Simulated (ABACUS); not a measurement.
Crystal: GaSb.

```
Sb Ga
1.0
     0.00000    3.05900    3.05900
     3.05900    0.00000    3.05900
     3.05900    3.05900    0.00000
Sb Ga
1 1
Direct
  0.75000 0.75000 0.75000
  0.00000 0.00000 0.00000
```

Base run:

- Program: ABACUS 3.10.1
- Functional: TM
- Potentials or basis: SG15 ONCV 1.2 PBE
- Cutoff: 1279 eV
- Density cutoff: 5116 eV
- Basis: plane waves
- k mesh: 5 × 5 × 5
- Occupations: fermi-dirac, width 0.05 eV
- Spin: no spin polarisation

Its results: band gap on the k mesh 0.19 eV, direct; pressure -1.5 GPa.

Question: The run is repeated on the same cell with these changes: functional from TM to rSCAN. What comes out?

Answer: Band gap on the k mesh none (metal or under the smearing width); pressure -1.3 GPa.

Caveats: the potentials were made for another functional, which shifts forces and pressure; spin-orbit coupling is left out, which moves the levels of the heavy elements (some runs); an odd mesh through Γ misses points on the zone boundary, where band edges often lie (some runs); this crystal is a semiconductor, whose small gap the functional closes, so the metal is an error of the method (some runs).

Not every run made on this cell is shown here.
